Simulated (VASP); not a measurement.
# CdS (Greenockite) (P6_3mc) in VASP: a series of runs

The runs below take CdS (Greenockite) through single point, with PBE.

Program: VASP 6.6.1. These are calculated values, not measurements. Logs are shortened: lines on timing, memory, paths and dates and some standing lists are left out, and cuts for length are marked.

**Measured values to compare with.**

“Isotope dependence of band-gap energy”, 2008, arxiv:0807.2152 quotes, for a bulk crystal of CdS: band gap 2.5809 ± 0.0002 eV.

The results are compared with them further down.

## 1. Starting point

The structure is hexagonal, space group P6_3mc (No. 186). The conventional cell has a = 4.150 Å, b = 4.150 Å, c = 6.737 Å, α = 90.00°, β = 90.00°, γ = 120.00°. Cd (site symmetry 3m) has 4 S at 2.53 to 2.54 Å as nearest neighbours. Around S (site symmetry 3m) lie 4 Cd at 2.53 to 2.54 Å.

## 2. Single point, PBE, spin-orbit coupling, no magnetisation

File INCAR:

```
ALGO     = Normal         # electronic algorithm
EDIFF    = 1E-7           # SCF threshold, eV
ENCUT    = 350            # plane-wave cutoff, eV
GGA      = PE             # functional
GGA_COMPAT= F            
ISIF     = 2              # what is computed and relaxed
ISMEAR   = 0              # smearing method
LASPH    = T              # aspherical terms in the spheres
LCHARG   = F              # write CHGCAR
LORBIT   = 11             # projections on sites
LREAL    = F              # projectors in reciprocal space
LSORBIT  = T              # spin-orbit coupling
LWAVE    = F              # write WAVECAR
MAGMOM   = 0 0 0 0 0 0 0 0 0 0 0 0 # initial moments
NBANDS   = 52             # bands
NELM     = 100            # most SCF steps
PREC     = Accurate       # precision mode
SIGMA    = 0.02           # smearing width, eV
```

File KPOINTS:

```
k-points
0
Gamma
  8 8 4
```

File POSCAR:

```
CdS
1.0
    4.1500000000      0.0000000000      0.0000000000
   -2.0750000000      3.5940054257      0.0000000000
    0.0000000000      0.0000000000      6.7370000000
Cd S
2 2
Direct
    0.6666666667      0.3333333333      0.5000000000
    0.3333333333      0.6666666667      0.0000000000
    0.6666666667      0.3333333333      0.8750000000
    0.3333333333      0.6666666667      0.3750000000
```

Potentials or basis: VASP PAW PBE potentials, release 64 (Cd, S).

Started as:

```sh
cat potpaw_PBE.64/Cd/POTCAR potpaw_PBE.64/S/POTCAR > POTCAR
mpirun -np 1 vasp_ncl > vasp.out
```

OUTCAR:

```text
EDIFF = 1E-7
   ENCUT = 350
   GGA = PE
   ISIF = 2
   ISMEAR = 0
   LASPH = T
   LORBIT = 11
   LREAL = F
   LSORBIT = T
   NELM = 100
   PREC = Accurate

 Found     40 irreducible k-points:

 Following reciprocal coordinates:
            Coordinates               Weight
  0.000000  0.000000  0.000000      1.000000
  0.125000 -0.000000  0.000000      6.000000
  0.250000 -0.000000  0.000000      6.000000
  0.375000 -0.000000  0.000000      6.000000
  0.500000 -0.000000  0.000000      3.000000
  0.125000  0.125000  0.000000      6.000000
   k-points           NKPTS =     40   k-points in BZ     NKDIM =     40   number of bands    NBANDS=     52
   number of dos      NEDOS =    301   number of ions     NIONS =      4
   total plane-waves  NPLWV =  32928
   dimension x,y,z NGX =    28 NGY =   28 NGZ =   42
   dimension x,y,z NGXF=    56 NGYF=   56 NGZF=   84
   ions per type =               2   2
   NGX,Y,Z   is equivalent  to a cutoff of  11.22, 11.22, 10.36 a.u.
   NGXF,Y,Z  is equivalent  to a cutoff of  22.43, 22.43, 20.73 a.u.
 SYSTEM =  unknown system
   PREC   = accura    normal or accurate (medium, high low for compatibility)
   ISTART =      0    job   : 0-new  1-cont  2-samecut
   ICHARG =      2    charge: 1-file 2-atom 10-const
   ISPIN  =      1    spin polarized calculation?
   LNONCOLLINEAR =      T non collinear calculations
   LSORBIT =      T    spin-orbit coupling
   LASPH  =      T    aspherical Exc in radial PAW
   ENCUT  =  350.0 eV  25.72 Ry    5.07 a.u.   6.33  6.33 10.28*2*pi/ulx,y,z
   NELM   =    100;   NELMIN=  2; NELMDL= -5     # of ELM steps
   EDIFF  = 0.1E-06   stopping-criterion for ELM
   LREAL  =      F    real-space projection
   EDIFFG = 0.1E-05   stopping-criterion for IOM
   NSW    =      0    number of steps for IOM
   IBRION =     -1    ionic relax: 0-MD 1-quasi-New 2-CG
   NFREE  =      0    steps in history (QN), initial steepest desc. (CG)
   ISIF   =      2    stress and relaxation
   ISYM   =      2    0-nonsym 1-usesym 2-fastsym
   POTIM  = 0.5000    time-step for ionic-motion
   TEBEG  =    0.0;   TEEND  =   0.0 temperature during run
   PSTRESS=    0.0 pullay stress
   NELECT =      36.0000    total number of electrons
   NUPDOWN=      -1.0000    fix difference up-down
   EMIN   =  10.00;   EMAX   =-10.00  energy-range for DOS
   EFERMI =   0.00;   METHOD = LEGACY
   ISMEAR =     0;   SIGMA  =   0.02  broadening in eV -4-tet -1-fermi 0-gaus
   EFERMI_NEDOS =   21; number of points for ismear=-14 and -15
   IALGO  =     38    algorithm
   IMIX   =      4    mixing-type and parameters
     AMIX     =   0.40;   BMIX     =  1.00
     AMIX_MAG =   1.60;   BMIX_MAG =  1.00
  volume/ion in A,a.u.               =      25.12       169.52
  Fermi-wavevector in a.u.,A,eV,Ry     =   1.162727  2.197236 18.394190  1.351935
  Thomas-Fermi vector in A             =   2.299285
   LORBIT       =     11    0 simple, 1 ext, 2 COOP (PROOUT), +10 PAW based schemes
   GGA     = PE    functional components
   LHFCALC =     F    Hartree Fock is set to
   AEXX    =    0.0000 exact exchange contribution
   IVDW    =     0    specifies the selected vdW correction
   LEPSILON=     F    determine dielectric tensor
   LRPA    =     F    only Hartree local field effects (RPA)
 Gauss-broadening in eV      SIGMA  =   0.02
  energy-cutoff  :      350.00
  volume of cell :      100.48
 maximum number of plane-waves:      3040
 NGX is ok and might be reduce to    28
   NGX = 13   NGY = 13   NGZ = 21

 number of electron      36.0000023 magnetization       0.0000000      0.0000000      0.0000000

 number of electron      36.0000023 magnetization       0.0000000     -0.0000000      0.0000000

 number of electron      36.0000023 magnetization      -0.0000000     -0.0000000      0.0000000

 Free energy of the ion-electron system (eV)
  ---------------------------------------------------
  ext. energy  EPLUGINS =         0.00000000
  ---------------------------------------------------
  free energy    TOTEN  =       -12.31633187 eV

  energy without entropy =      -12.31633187  energy(sigma->0) =      -12.31633187

 E-fermi :   1.3649     XC(G=0):  -9.0862

 val. band max:        1.2224269283   @ k =   0.0000   0.0000   0.0000
 cond. band min:       2.4014666833   @ k =   0.0000   0.0000   0.0000
 fundamental gap:      1.1790397550
 Fermi energy:         1.3648925780

 k-point     1 :       0.0000    0.0000    0.0000
  band No.  band energies     occupation
      1     -11.0931      1.00000
      2     -11.0931      1.00000
      3     -10.6692      1.00000
      4     -10.6692      1.00000
      5      -6.7245      1.00000
      6      -6.7245      1.00000
[... 40 lines left out ...]
     47       8.6638      0.00000
     48       8.6638      0.00000

 k-point     2 :       0.1250   -0.0000    0.0000
  band No.  band energies     occupation
      1     -11.0397      1.00000
      2     -11.0396      1.00000
      3     -10.6473      1.00000
      4     -10.6450      1.00000
      5      -6.7267      1.00000
      6      -6.7017      1.00000
[... 40 lines left out ...]
     47       8.4768      0.00000
     48       8.5110      0.00000

 k-point     3 :       0.2500   -0.0000    0.0000
  band No.  band energies     occupation
      1     -10.9052      1.00000
      2     -10.9047      1.00000
      3     -10.5974      1.00000
      4     -10.5934      1.00000
      5      -6.7174      1.00000
      6      -6.6711      1.00000
[... 40 lines left out ...]
     47       8.6498      0.00000
     48       8.7486      0.00000

 k-point     4 :       0.3750   -0.0000    0.0000
  band No.  band energies     occupation
      1     -10.7571      1.00000
      2     -10.7559      1.00000
      3     -10.5594      1.00000
      4     -10.5556      1.00000
      5      -6.6990      1.00000
      6      -6.6657      1.00000
[... 40 lines left out ...]
     47       9.1502      0.00000
     48       9.1938      0.00000

 k-point     5 :       0.5000   -0.0000    0.0000
  band No.  band energies     occupation
      1     -10.6847      1.00000
      2     -10.6847      1.00000
      3     -10.5521      1.00000
      4     -10.5521      1.00000
      5      -6.6790      1.00000
      6      -6.6790      1.00000
[... 40 lines left out ...]
     47       9.3393      0.00000
     48       9.3393      0.00000

 k-point     6 :       0.1250    0.1250    0.0000
  band No.  band energies     occupation
      1     -10.9456      1.00000
      2     -10.9452      1.00000
      3     -10.6113      1.00000
      4     -10.6076      1.00000
      5      -6.7215      1.00000
      6      -6.6704      1.00000
[... 40 lines left out ...]
     47       8.4074      0.00000
     48       8.4313      0.00000

 [... further k-points ...]

 [bands above 48 left out]

------------------------ aborting loop because EDIFF is reached ----------------------------------------

  FORCE on cell =-STRESS in cart. coord.  units (eV):
  Direction    XX          YY          ZZ          XY          YZ          ZX
  --------------------------------------------------------------------------------------
  -------------------------------------------------------------------------------------
  Total        1.1065523      1.1065523      1.5246533      0.0000000      0.0000000      0.0000000
  in kB       17.6436790     17.6436790     24.3101878      0.0000000      0.0000000      0.0000000
  external PRESSURE =      19.8658486 kB  Pullay stress =       0.0000000 kB

 VOLUME and BASIS-vectors are now :
 -----------------------------------------------------------------------------
  energy-cutoff  :      350.00
  volume of cell :      100.48
      direct lattice vectors                 reciprocal lattice vectors
     4.150000000  0.000000000  0.000000000     0.240963855  0.139120547  0.000000000
    -2.075000000  3.594005426  0.000000000     0.000000000  0.278241094  0.000000000
     0.000000000  0.000000000  6.737000000     0.000000000  0.000000000  0.148434021

 POSITION                                       TOTAL-FORCE (eV/Angst)
 -----------------------------------------------------------------------------------
      2.07500      1.19800      3.36850         0.000000     -0.000000     -0.069218
     -0.00000      2.39600      0.00000        -0.000000      0.000000     -0.069218
      2.07500      1.19800      5.89487         0.000000     -0.000000      0.069218
     -0.00000      2.39600      2.52637         0.000000      0.000000      0.069218
 -----------------------------------------------------------------------------------
    total drift:                               -0.000000      0.000000     -0.000658

  FREE ENERGIE OF THE ION-ELECTRON SYSTEM (eV)
  ---------------------------------------------------
  free  energy   TOTEN  =       -12.3163318740 eV

  energy  without entropy=      -12.3163318740  energy(sigma->0) =      -12.31633187

 Spin-Orbit-Coupling matrix elements

 Ion:    1  E_soc:     -0.0563502
 l=   1
     0.0000000    -0.0024374    -0.0024271
    -0.0024374     0.0000000    -0.0024374
    -0.0024271    -0.0024374     0.0000000
 l=   2
     0.0000000    -0.0013844     0.0000000    -0.0013844    -0.0055850
    -0.0013844     0.0000000    -0.0041890    -0.0013726    -0.0013844
     0.0000000    -0.0041890     0.0000000    -0.0041890     0.0000000
    -0.0013844    -0.0013726    -0.0041890     0.0000000    -0.0013844
    -0.0055850    -0.0013844     0.0000000    -0.0013844     0.0000000
 l=   3
     0.0000000     0.0000000     0.0000000     0.0000000     0.0000000     0.0000000     0.0000000
     0.0000000     0.0000000     0.0000000     0.0000000     0.0000000     0.0000000     0.0000000
     0.0000000     0.0000000     0.0000000     0.0000000     0.0000000     0.0000000     0.0000000
     0.0000000     0.0000000     0.0000000     0.0000000     0.0000000     0.0000000     0.0000000
     0.0000000     0.0000000     0.0000000     0.0000000     0.0000000     0.0000000     0.0000000
     0.0000000     0.0000000     0.0000000     0.0000000     0.0000000     0.0000000     0.0000000
     0.0000000     0.0000000     0.0000000     0.0000000     0.0000000     0.0000000     0.0000000

 Ion:    2  E_soc:     -0.0563502
 l=   1
     0.0000000    -0.0024374    -0.0024271
    -0.0024374     0.0000000    -0.0024374
    -0.0024271    -0.0024374     0.0000000
 l=   2
     0.0000000    -0.0013844     0.0000000    -0.0013844    -0.0055850
    -0.0013844     0.0000000    -0.0041890    -0.0013726    -0.0013844
     0.0000000    -0.0041890     0.0000000    -0.0041890     0.0000000
    -0.0013844    -0.0013726    -0.0041890     0.0000000    -0.0013844
    -0.0055850    -0.0013844     0.0000000    -0.0013844     0.0000000
 l=   3
     0.0000000     0.0000000     0.0000000     0.0000000     0.0000000     0.0000000     0.0000000
     0.0000000     0.0000000     0.0000000     0.0000000     0.0000000     0.0000000     0.0000000
     0.0000000     0.0000000     0.0000000     0.0000000     0.0000000     0.0000000     0.0000000
     0.0000000     0.0000000     0.0000000     0.0000000     0.0000000     0.0000000     0.0000000
     0.0000000     0.0000000     0.0000000     0.0000000     0.0000000     0.0000000     0.0000000
     0.0000000     0.0000000     0.0000000     0.0000000     0.0000000     0.0000000     0.0000000
     0.0000000     0.0000000     0.0000000     0.0000000     0.0000000     0.0000000     0.0000000

 Ion:    3  E_soc:     -0.0021090
 l=   1
     0.0000000    -0.0003497    -0.0003551
    -0.0003497     0.0000000    -0.0003497
    -0.0003551    -0.0003497     0.0000000
 l=   2
     0.0000000     0.0000000     0.0000000     0.0000000     0.0000000
     0.0000000     0.0000000     0.0000000     0.0000000     0.0000000
     0.0000000     0.0000000     0.0000000     0.0000000     0.0000000
     0.0000000     0.0000000     0.0000000     0.0000000     0.0000000
     0.0000000     0.0000000     0.0000000     0.0000000     0.0000000
 l=   3
     0.0000000     0.0000000     0.0000000     0.0000000     0.0000000     0.0000000     0.0000000
     0.0000000     0.0000000     0.0000000     0.0000000     0.0000000     0.0000000     0.0000000
     0.0000000     0.0000000     0.0000000     0.0000000     0.0000000     0.0000000     0.0000000
     0.0000000     0.0000000     0.0000000     0.0000000     0.0000000     0.0000000     0.0000000
     0.0000000     0.0000000     0.0000000     0.0000000     0.0000000     0.0000000     0.0000000
     0.0000000     0.0000000     0.0000000     0.0000000     0.0000000     0.0000000     0.0000000
     0.0000000     0.0000000     0.0000000     0.0000000     0.0000000     0.0000000     0.0000000

 Ion:    4  E_soc:     -0.0021090
 l=   1
     0.0000000    -0.0003497    -0.0003551
    -0.0003497     0.0000000    -0.0003497
    -0.0003551    -0.0003497     0.0000000
 l=   2
     0.0000000     0.0000000     0.0000000     0.0000000     0.0000000
     0.0000000     0.0000000     0.0000000     0.0000000     0.0000000
     0.0000000     0.0000000     0.0000000     0.0000000     0.0000000
     0.0000000     0.0000000     0.0000000     0.0000000     0.0000000
     0.0000000     0.0000000     0.0000000     0.0000000     0.0000000
 l=   3
     0.0000000     0.0000000     0.0000000     0.0000000     0.0000000     0.0000000     0.0000000
     0.0000000     0.0000000     0.0000000     0.0000000     0.0000000     0.0000000     0.0000000
     0.0000000     0.0000000     0.0000000     0.0000000     0.0000000     0.0000000     0.0000000
     0.0000000     0.0000000     0.0000000     0.0000000     0.0000000     0.0000000     0.0000000
     0.0000000     0.0000000     0.0000000     0.0000000     0.0000000     0.0000000     0.0000000
     0.0000000     0.0000000     0.0000000     0.0000000     0.0000000     0.0000000     0.0000000
     0.0000000     0.0000000     0.0000000     0.0000000     0.0000000     0.0000000     0.0000000

 total charge

# of ion       s       p       d       tot
------------------------------------------
    1        0.423   0.320   9.549  10.293
    2        0.423   0.320   9.549  10.293
    3        1.324   2.397   0.000   3.721
    4        1.324   2.397   0.000   3.721
--------------------------------------------------
tot          3.493   5.435  19.099  28.027

 magnetization (x)

# of ion       s       p       d       tot
------------------------------------------
    1        0.000   0.000   0.000   0.000
    2        0.000  -0.000   0.000  -0.000
    3        0.000   0.000   0.000   0.000
    4       -0.000   0.000   0.000  -0.000
--------------------------------------------------
tot          0.000  -0.000   0.000   0.000

 magnetization (y)

# of ion       s       p       d       tot
------------------------------------------
    1        0.000   0.000   0.000   0.000
    2        0.000   0.000   0.000   0.000
    3        0.000   0.000   0.000   0.000
    4        0.000   0.000   0.000   0.000
--------------------------------------------------
tot          0.000   0.000   0.000   0.000

 magnetization (z)

# of ion       s       p       d       tot
------------------------------------------
    1        0.000   0.000   0.000   0.000
    2        0.000   0.000  -0.000   0.000
    3        0.000   0.000   0.000   0.000
    4        0.000   0.000   0.000   0.000
--------------------------------------------------
tot          0.000   0.000  -0.000   0.000
```

Wall time 3.3 min (1 thread of AMD EPYC 7R13 (Zen 3), shared host); peak memory 0.36 GiB.

The run converged, but some of its settings lie outside the range that counts as converged, so its numbers aren't taken as properties of the crystal.

What came out:

```yaml
Free_energy: -12.3163 eV
Pressure: 2.0 GPa
Largest_force: 0.069 eV/Å
Valence_electrons_inside_the_program's_atomic_spheres: Cd 10.29; S 3.72
```

[end of part 1 of 2]
